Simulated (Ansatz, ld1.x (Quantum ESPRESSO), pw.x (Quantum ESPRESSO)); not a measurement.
## pw.x on fcc Ru: one setting changed

Potential: norm-conserving Troullier–Martins (Kleinman–Bylander form), ld1.x (Quantum ESPRESSO) 7.5, PBE; core [Kr], reference 4d7 5s1 5p0; waves: 5s (bound): rc 2.25 bohr; 5p (bound, empty): rc 3.05 bohr; 4d (bound): rc 1.20 bohr; local part: all-electron potential smoothed inside 2.50 bohr (lloc = -1); core correction: a·sin(br)/r model core, default radius (core density twice the valence density).

The reference run (k-mesh 15³, cutoffs 110/440 Ry, Fermi–Dirac 0.01 Ry, mixing_beta 0.4, conv_thr 1e-9, no spin) gives 2.16 GPa at 13.814 Å³/atom, where all-electron LAPW gives 0.83 GPa. This run, with its own iteration cap, changes degauss to 0.002.

```
&control
  calculation='scf', prefix='x', pseudo_dir='./', outdir='./tmp', tstress=.true., disk_io='none'
/
&system
  ibrav=0, nat=1, ntyp=1, ecutwfc=110, ecutrho=440, nbnd=11,
  occupations='smearing', smearing='fd', degauss=0.002
/
&electrons
  conv_thr=1e-09, mixing_beta=0.4, electron_maxstep=60
/
ATOMIC_SPECIES
Ru 1.0 Ru.UPF
CELL_PARAMETERS angstrom
  0.00000000 1.90442183 1.90442183
  1.90442183 0.00000000 1.90442183
  1.90442183 1.90442183 0.00000000
ATOMIC_POSITIONS crystal
Ru 0.0000 0.0000 0.0000
K_POINTS automatic
15 15 15 0 0 0
```

```bash
pw.x < Ru.scf.in > Ru.scf.out
```

Q: How does the run end?

A: It converges in 7 iterations; the free energy moves by +30.2 meV/atom and the pressure by -0.63 GPa. In a metal, with Fermi–Dirac smearing, F lies below its zero-width value by a term in the square of the width.

```
Message from routine setup:
     using ibrav=0 with symmetry is DISCOURAGED, use correct ibrav instead
     lattice parameter (alat)  =       5.0895  a.u.
     unit-cell volume          =      93.2215 (a.u.)^3
     number of electrons       =         8.00
     number of Kohn-Sham states=           11
     kinetic-energy cutoff     =     110.0000  Ry
     charge density cutoff     =     440.0000  Ry
     scf convergence threshold =      1.0E-09
     Exchange-correlation= PBE
     number of k points=   120  Fermi-Dirac smearing, width (Ry)=  0.0020
     iteration #  1     ecut=   110.00 Ry     beta= 0.40
     total energy              =     -48.04539603 Ry
     estimated scf accuracy    <       0.16044568 Ry
     iteration #  2     ecut=   110.00 Ry     beta= 0.40
     total energy              =     -48.06506040 Ry
     estimated scf accuracy    <       0.00402223 Ry
     iteration #  3     ecut=   110.00 Ry     beta= 0.40
     total energy              =     -48.06605387 Ry
     estimated scf accuracy    <       0.00011019 Ry
     iteration #  4     ecut=   110.00 Ry     beta= 0.40
     total energy              =     -48.06605923 Ry
     estimated scf accuracy    <       0.00004636 Ry
     iteration #  5     ecut=   110.00 Ry     beta= 0.40
     total energy              =     -48.06606816 Ry
     estimated scf accuracy    <       0.00000002 Ry
     iteration #  6     ecut=   110.00 Ry     beta= 0.40
     total energy              =     -48.06606822 Ry
     estimated scf accuracy    <       0.00000001 Ry
     iteration #  7     ecut=   110.00 Ry     beta= 0.40
     the Fermi energy is    16.1794 ev
!    total energy              =     -48.06606822 Ry
     estimated scf accuracy    <          1.6E-10 Ry
     smearing contrib. (-TS)   =      -0.00019257 Ry
     The total energy is F=E-TS. E is the sum of the following terms:
     one-electron contribution =      14.68186428 Ry
     hartree contribution      =       2.09256932 Ry
     xc contribution           =     -24.07279464 Ry
     ewald contribution        =     -40.76751462 Ry
     convergence has been achieved in   7 iterations
          total   stress  (Ry/bohr**3)                   (kbar)     P=       15.32
     Message from routine punch:
     Nothing written, as per user request (disk_io='none')
```

The run took about 26 s on one core of a shared host (Neoverse-V1, 32 threads, 247 GiB, load 14).
